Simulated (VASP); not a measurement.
# PtSe2 (P-3m1) in VASP: a series of runs

One crystal, PtSe2, is run at these levels: PBE+D3(BJ); tasks: relaxation of cell and atoms, vibrations by finite differences.

Program: VASP 6.6.1. These are calculated values, not measurements. Logs are shortened: lines on timing, memory, paths and dates and some standing lists are left out, and cuts for length are marked.

**1. The structure**

It takes space group P-3m1 (No. 164, trigonal). The conventional cell has a = 3.724 Å, b = 3.724 Å, c = 5.062 Å, α = 90.00°, β = 90.00°, γ = 120.00°. Around Pt (site symmetry -3m) lie 6 Se at 2.49 Å. Se (site symmetry 3m) is surrounded by 3 Pt at 2.49 Å.

**2. Relaxation of cell and atoms, PBE+D3(BJ)**

Contents of INCAR:

```
SYSTEM = PtSe2
ALGO = Normal ; EDIFF = 1E-7
EDIFFG = -0.002 ; ENCUT = 520
GGA = PE ; IBRION = 2
ISIF = 3 ; ISMEAR = 0
IVDW = 12 ; LASPH = .TRUE.
LCHARG = .FALSE. ; LREAL = .FALSE.
LWAVE = .FALSE. ; NELM = 80
NSW = 80 ; PREC = Accurate
SIGMA = 0.02
```

Contents of KPOINTS:

```
k-points
0
G
  3 3 2
  0 0 0
```

Contents of POSCAR:

```
PtSe2
1.0
    3.7240000000      0.0000000000      0.0000000000
   -1.8620000000      3.2250786000      0.0000000000
    0.0000000000      0.0000000000      5.0620000000
Pt Se
1 2
Direct
    0.0000000000      0.0000000000      0.0000000000
    0.3333333300      0.6666666700      0.2500000000
    0.6666666700      0.3333333300      0.7500000000
```

Potentials or basis: VASP PAW PBE potentials, release 64 (Pt, Se).

Started as:

```sh
cat potpaw_PBE.64/Pt/POTCAR potpaw_PBE.64/Se/POTCAR > POTCAR
mpirun -np 4 vasp_std > vasp.out
```

OUTCAR:

```text
SYSTEM = PtSe2
   EDIFF = 1E-7
   EDIFFG = -0.002
   ENCUT = 520
   GGA = PE
   IBRION = 2
   ISIF = 3
   ISMEAR = 0
   IVDW = 12
   LASPH = .TRUE.
   LREAL = .FALSE.
   NELM = 80
   NSW = 80
   PREC = Accurate
 IVDW          = 12

 ion  position               nearest neighbor table
   1  0.000  0.000  0.000-   2 2.49   3 2.49   2 2.49   3 2.49   3 2.49   2 2.49
   2  0.333  0.667  0.250-   1 2.49   1 2.49   1 2.49
   3  0.667  0.333  0.750-   1 2.49   1 2.49   1 2.49

  LATTYP: Found a hexagonal cell.
 ALAT       =     3.7240000000
 C/A-ratio  =     1.3592910849

  Lattice vectors:

 A1 = (   3.7240000000,   0.0000000000,   0.0000000000)
 A2 = (  -1.8620000000,   3.2250786000,   0.0000000000)
 A3 = (   0.0000000000,   0.0000000000,   5.0620000000)

Analysis of symmetry for initial positions (statically):
=====================================================================
 Subroutine PRICEL returns:
 Original cell was already a primitive cell.

 Routine SETGRP: Setting up the symmetry group for a
 hexagonal supercell.

 Subroutine GETGRP returns: Found 12 space group operations
 (whereof 12 operations were pure point group operations)
 out of a pool of 24 trial point group operations.

The static configuration has the point symmetry D_3d.

Analysis of symmetry for dynamics (positions and initial velocities):
=====================================================================
 Subroutine PRICEL returns:
 Original cell was already a primitive cell.

 Routine SETGRP: Setting up the symmetry group for a
 hexagonal supercell.

 Subroutine GETGRP returns: Found 12 space group operations
 (whereof 12 operations were pure point group operations)
 out of a pool of 24 trial point group operations.

The dynamic configuration has the point symmetry D_3d.

 Subroutine INISYM returns: Found 12 space group operations
 (whereof 12 operations are pure point group operations),
 and found     1 'primitive' translations

----------------------------------------------------------------------------------------

                                     Primitive cell

  volume of cell :      60.7956

  direct lattice vectors                    reciprocal lattice vectors
     3.724000000  0.000000000  0.000000000     0.268528464  0.155034981  0.000000000
    -1.862000000  3.225078600  0.000000000     0.000000000  0.310069962  0.000000000
     0.000000000  0.000000000  5.062000000     0.000000000  0.000000000  0.197550375

  length of vectors
     3.724000000  3.723999997  5.062000000     0.310069962  0.310069962  0.197550375

  position of ions in fractional coordinates (direct lattice)
     0.000000000  0.000000000  0.000000000
     0.333333330  0.666666670  0.250000000
     0.666666670  0.333333330  0.750000000

  ion indices of the primitive-cell ions
   primitive index   ion index
                 1           1
                 2           2
                 3           3

----------------------------------------------------------------------------------------

 KPOINTS: k-points

Automatic generation of k-mesh.
 Grid dimensions read from file:
 generate k-points for:    3    3    2

 Generating k-lattice:

  Cartesian coordinates                     Fractional coordinates (reciprocal lattice)
     0.089509488  0.051678327  0.000000000     0.333333333  0.000000000  0.000000000
     0.000000000  0.103356654  0.000000000     0.000000000  0.333333333  0.000000000
     0.000000000  0.000000000  0.098775188     0.000000000  0.000000000  0.500000000

  Length of vectors
     0.103356654  0.103356654  0.098775188

  Shift w.r.t. Gamma in fractional coordinates (k-lattice)
     0.000000000  0.000000000  0.000000000

 Subroutine IBZKPT returns following result:
 ===========================================

 Found      6 irreducible k-points:

 Following reciprocal coordinates:
            Coordinates               Weight
  0.000000  0.000000  0.000000      1.000000
  0.333333 -0.000000  0.000000      6.000000
  0.333333  0.333333  0.000000      2.000000
  0.000000  0.000000  0.500000      1.000000
  0.333333 -0.000000  0.500000      6.000000
  0.333333  0.333333  0.500000      2.000000
   k-points           NKPTS =      6   k-points in BZ     NKDIM =      6   number of bands    NBANDS=     16
   number of dos      NEDOS =    301   number of ions     NIONS =      3
   total plane-waves  NPLWV =  31360
   dimension x,y,z NGX =    28 NGY =   28 NGZ =   40
   dimension x,y,z NGXF=    56 NGYF=   56 NGZF=   80
   ions per type =               1   2
   NGX,Y,Z   is equivalent  to a cutoff of  12.50, 12.50, 13.14 a.u.
   NGXF,Y,Z  is equivalent  to a cutoff of  25.00, 25.00, 26.27 a.u.
 SYSTEM =  PtSe2
   PREC   = accura    normal or accurate (medium, high low for compatibility)
   ISTART =      0    job   : 0-new  1-cont  2-samecut
   ICHARG =      2    charge: 1-file 2-atom 10-const
   ISPIN  =      1    spin polarized calculation?
   LNONCOLLINEAR =      F non collinear calculations
   LSORBIT =      F    spin-orbit coupling
   LASPH  =      T    aspherical Exc in radial PAW
   ENCUT  =  520.0 eV  38.22 Ry    6.18 a.u.   6.92  6.92  9.41*2*pi/ulx,y,z
   NELM   =     80;   NELMIN=  2; NELMDL= -5     # of ELM steps
   EDIFF  = 0.1E-06   stopping-criterion for ELM
   LREAL  =      F    real-space projection
   EDIFFG = -.2E-02   stopping-criterion for IOM
   NSW    =     80    number of steps for IOM
   IBRION =      2    ionic relax: 0-MD 1-quasi-New 2-CG
   NFREE  =      1    steps in history (QN), initial steepest desc. (CG)
   ISIF   =      3    stress and relaxation
   ISYM   =      2    0-nonsym 1-usesym 2-fastsym
   POTIM  = 0.5000    time-step for ionic-motion
   TEBEG  =    0.0;   TEEND  =   0.0 temperature during run
   PSTRESS=    0.0 pullay stress
   NELECT =      22.0000    total number of electrons
   NUPDOWN=      -1.0000    fix difference up-down
   EMIN   =  10.00;   EMAX   =-10.00  energy-range for DOS
   EFERMI =   0.00;   METHOD = LEGACY
   ISMEAR =     0;   SIGMA  =   0.02  broadening in eV -4-tet -1-fermi 0-gaus
   EFERMI_NEDOS =   21; number of points for ismear=-14 and -15
   IALGO  =     38    algorithm
   IMIX   =      4    mixing-type and parameters
     AMIX     =   0.40;   BMIX     =  1.00
     AMIX_MAG =   1.60;   BMIX_MAG =  1.00
  volume/ion in A,a.u.               =      20.27       136.76
  Fermi-wavevector in a.u.,A,eV,Ry     =   1.166608  2.204570 18.517184  1.360975
  Thomas-Fermi vector in A             =   2.303119
   LORBIT       =      0    0 simple, 1 ext, 2 COOP (PROOUT), +10 PAW based schemes
   GGA     = PE    functional components
   LHFCALC =     F    Hartree Fock is set to
   AEXX    =    0.0000 exact exchange contribution
   IVDW    =    12    specifies the selected vdW correction
   LEPSILON=     F    determine dielectric tensor
   LRPA    =     F    only Hartree local field effects (RPA)
 conjugate gradient relaxation of ions
 non-spin polarized calculation
 Gauss-broadening in eV      SIGMA  =   0.02
  energy-cutoff  :      520.00
  volume of cell :       60.80
 maximum number of plane-waves:      1650
 NGX is ok and might be reduce to    28
   NGX = 13   NGY = 13   NGZ = 19

--------------------------------------- Ionic step        1  -------------------------------------------

 number of electron      21.9999999 magnetization

 Free energy of the ion-electron system (eV)
  ---------------------------------------------------
  ext. energy  EPLUGINS =         0.00000000
  ---------------------------------------------------
  free energy    TOTEN  =       -14.26686070 eV

  energy without entropy =      -14.26486335  energy(sigma->0) =      -14.26586202

------------------------ aborting loop because EDIFF is reached ----------------------------------------

 Edisp (eV)   -1.43094

 E8    (eV) :    -0.6140

  FORCE on cell =-STRESS in cart. coord.  units (eV):
  Direction    XX          YY          ZZ          XY          YZ          ZX
  --------------------------------------------------------------------------------------
  -------------------------------------------------------------------------------------
  Total       1.43693     1.43693     0.80012     0.00000     0.00000     0.00000
  in kB      37.86822    37.86822    21.08595     0.00000     0.00000     0.00000
  external pressure =       32.27 kB  Pullay stress =        0.00 kB
[... 100 lines left out ...]
  FREE ENERGIE OF THE ION-ELECTRON SYSTEM (eV)
  ---------------------------------------------------
  free  energy   TOTEN  =       -15.7163996342 eV

  energy  without entropy=      -15.7144022834  energy(sigma->0) =      -15.71540096

[... ionic steps 4 to 15 ...]

--------------------------------------- Ionic step       16  -------------------------------------------

 number of electron      21.9999999 magnetization

------------------------ aborting loop because EDIFF is reached ----------------------------------------

 Edisp (eV)   -1.42949

 E8    (eV) :    -0.6139
[... 71 lines left out ...]
  energy  without entropy=      -15.7203551746  energy(sigma->0) =      -15.72135385

--------------------------------------- Ionic step       18  -------------------------------------------

 number of electron      21.9999999 magnetization

 Free energy of the ion-electron system (eV)
  ---------------------------------------------------
  ext. energy  EPLUGINS =         0.00000000
  ---------------------------------------------------
  free energy    TOTEN  =       -14.29280458 eV

  energy without entropy =      -14.29080723  energy(sigma->0) =      -14.29180591

 E-fermi :   6.4157     XC(G=0): -10.6553

 val. band max:        5.4226667686   @ k =   0.0000   0.0000   0.0000
 cond. band min:       6.4252572295   @ k =   0.3333   0.3333   0.0000
 fundamental gap:      1.0025904608
 Fermi energy:         6.4157185702

 k-point     1 :       0.0000    0.0000    0.0000
  band No.  band energies     occupation
      1      -9.1217      2.00000
      2      -6.2851      2.00000
      3      -0.6348      2.00000
      4       0.2018      2.00000
      5       0.2018      2.00000
      6       2.6060      2.00000
[... 8 lines left out ...]
     15      10.5249      0.00000
     16      13.7359      0.00000
[... 127 lines left out ...]
  FREE ENERGIE OF THE ION-ELECTRON SYSTEM (eV)
  ---------------------------------------------------
  free  energy   TOTEN  =       -15.7223542095 eV

  energy  without entropy=      -15.7203568587  energy(sigma->0) =      -15.72135553

 reached required accuracy - stopping structural energy minimisation
```

It took 26 s on 4 MPI ranks of Intel Xeon Platinum 8488C (Sapphire Rapids), shared host; peak memory 0.13 GiB.

What came out:

| Property | Result |
| --- | --- |
| Free energy | -15.7224 eV |
| Relaxed volume | 20.32 Å³/atom |
| Relaxed cell | a = 3.758 Å, b = 3.758 Å, c = 4.983 Å, α = 90.00°, β = 90.00°, γ = 120.00° |
| Space group after relaxing (to 0.05 Å) | P-3m1 (No. 164) |
| Energy gained by relaxing | 8.2 meV/atom |
| Ionic steps | 18 |
| Pressure after relaxing | 0.0 GPa |
| Band gap on the k mesh | none (metal or under the smearing width) |
| Dispersion energy per atom | -0.477 eV |

Step by step:
| step | energy change (eV) | largest force (eV/Å) | pressure (GPa) | volume (Å³) |
| --- | --- | --- | --- | --- |
| 1 | 0.0000 | 0.5069 | 3.23 | 60.80 |
| 2 | 0.0294 | 0.4327 | -5.32 | 64.46 |
| 3 | -0.0186 | 0.1186 | -0.35 | 62.15 |
| 4 | -0.0186 | 0.1259 | -0.29 | 62.13 |
| 5 | -0.0206 | 0.0972 | -0.21 | 61.89 |
| 6 | -0.0239 | 0.0083 | 0.05 | 61.17 |
| 7 | -0.0241 | 0.0194 | 0.14 | 60.96 |
| 8 | -0.0243 | 0.0510 | -0.37 | 61.09 |
| 9 | -0.0244 | 0.0397 | -0.18 | 61.04 |
| 10 | -0.0244 | 0.0289 | 0.21 | 60.83 |
| 11 | -0.0245 | 0.0026 | 0.03 | 60.93 |
| 12 | -0.0245 | 0.0034 | 0.03 | 60.93 |
| 13 | -0.0245 | 0.0041 | 0.03 | 60.93 |
| 14 | -0.0245 | 0.0219 | -0.08 | 60.99 |
| 15 | -0.0245 | 0.0047 | 0.02 | 60.93 |
| 16 | -0.0245 | 0.0044 | -0.02 | 60.96 |
| 17 | -0.0245 | 0.0045 | -0.02 | 60.96 |
| 18 | -0.0246 | 0.0001 | 0.00 | 60.95 |

Final structure:
```cif
data_structure
_symmetry_space_group_name_H-M 'P 1'
_symmetry_Int_Tables_number 1
_cell_length_a 3.7584
_cell_length_b 3.7584
_cell_length_c 4.9828
_cell_angle_alpha 90.000
_cell_angle_beta 90.000
_cell_angle_gamma 120.000
_cell_volume 60.95
loop_
_atom_site_label
_atom_site_type_symbol
_atom_site_fract_x
_atom_site_fract_y
_atom_site_fract_z
_atom_site_occupancy
Pt1 Pt 0.00000 0.00000 0.00000 1
Se1 Se 0.33333 0.66667 0.25711 1
Se2 Se 0.66667 0.33333 0.74289 1
```

Caveat: the k mesh is coarse (spacing up to 0.65 Å⁻¹), so the values aren't converged; pairwise dispersion overbinds metals, which lowers pressure and volume.

**3. Relaxation of cell and atoms, PBE+D3(BJ)**

This run uses another cell than the first one, of 20.32 Å³/atom, 1.003 times its volume.

INCAR is that of step 2.

KPOINTS is that of step 2.

Contents of POSCAR:

```
PtSe2                                   
1.0
    3.7583704269      0.0000000000      0.0000000000
   -1.8791852134      3.2548442627      0.0000000000
    0.0000000000      0.0000000000      4.9828358704
  Pt              Se            
     1     2
Direct
     0.0000000000000000    0.0000000000000000    0.0000000000000000
     0.3333333300000021    0.6666666699999979    0.2571078577019265
     0.6666666699999979    0.3333333300000021    0.7428921422980734
```

Potentials or basis: VASP PAW PBE potentials, release 64 (Pt, Se).

Started as:

```sh
cat potpaw_PBE.64/Pt/POTCAR potpaw_PBE.64/Se/POTCAR > POTCAR
mpirun -np 4 vasp_std > vasp.out
```

Run time: 3.1 s. Hardware: 4 MPI ranks of Intel Xeon Platinum 8488C (Sapphire Rapids), shared host; peak memory 0.12 GiB.

The run converged. Its results:

```yaml
Free_energy: -15.7224 eV
Pressure_after_relaxing: 0.0 GPa
Band_gap_on_the_k_mesh: none (metal or under the smearing width)
Dispersion_energy_per_atom: -0.477 eV
```

Final structure:
```
CELL_PARAMETERS angstrom
3.75837 0.00000 0.00000
-1.87919 3.25484 0.00000
0.00000 0.00000 4.98284
ATOMIC_POSITIONS crystal
Pt 0.00000 0.00000 0.00000
Se 0.33333 0.66667 0.25711
Se 0.66667 0.33333 0.74289
```

Levels at points of the mesh, in eV from the Fermi level:
| k point | band 7 | band 8 | band 9 | band 10 | band 11 | band 12 | band 13 | band 14 | band 15 | band 16 |
| --- | --- | --- | --- | --- | --- | --- | --- | --- | --- | --- |
| (0.00, 0.00, 0.00) | -3.81 | -2.48 | -0.99 | -0.99 | 0.58 | 1.30 | 1.30 | 3.55 | 4.11 | 7.32 |
| (0.00, 0.00, 0.50) | -3.85 | -2.89 | -1.70 | -1.53 | -1.53 | 2.29 | 2.29 | 4.91 | 6.35 | 6.72 |

Caveat: the k mesh is coarse (spacing up to 0.64 Å⁻¹), so the values aren't converged; the relaxation stopped at its first step, so nothing moved; pairwise dispersion overbinds metals, which lowers pressure and volume.

**4. Vibrations by finite differences, PBE+D3(BJ)**

This run uses another cell than the first one, of 20.32 Å³/atom, 1.003 times its volume.

Contents of INCAR:

```
SYSTEM = PtSe2
PREC = Accurate
ENCUT = 520
EDIFF = 1E-8
ISMEAR = 0
SIGMA = 0.02
LREAL = .FALSE.
LASPH = .TRUE.
NELM = 80
ALGO = Normal
ISIF = 2
LWAVE = .FALSE.
LCHARG = .FALSE.
GGA = PE
IVDW = 12
IBRION = 6
NFREE = 2
POTIM = 0.015
NSW = 1
```

Contents of KPOINTS:

```
regular mesh
0
G
  3 3 2
  0 0 0
```

POSCAR: that of step 3 with these lines changed.

```diff
@@ -9,3 +9,3 @@
      0.0000000000000000    0.0000000000000000    0.0000000000000000
-     0.3333333300000021    0.6666666699999979    0.2571078577019265
-     0.6666666699999979    0.3333333300000021    0.7428921422980734
+     0.3333333300000021    0.6666666699999979    0.2571078577019250
+     0.6666666699999979    0.3333333300000021    0.7428921422980750
```

Started as:

```sh
cat potpaw_PBE.64/Pt/POTCAR potpaw_PBE.64/Se/POTCAR > POTCAR
mpirun -np 4 vasp_std > vasp.out
```

Wall time 21 s (4 MPI ranks of Intel Xeon Platinum 8488C (Sapphire Rapids), shared host); peak memory 0.14 GiB.

Results (log left out):

```
Highest phonon frequency at Γ : 231 cm⁻¹
Dispersion energy per atom    : -0.476 eV
```

Phonon frequencies in cm⁻¹ (negative: imaginary):
```tsv
q point	frequencies
(0.000, 0.000, 0.000)	-6 0 0 152 159 159 218 231 231
```

Caveat: the k mesh is coarse (spacing up to 0.64 Å⁻¹), so the values aren't converged; pairwise dispersion overbinds metals, which lowers pressure and volume. The run has no spin-orbit coupling, so splittings on Pt are missing.
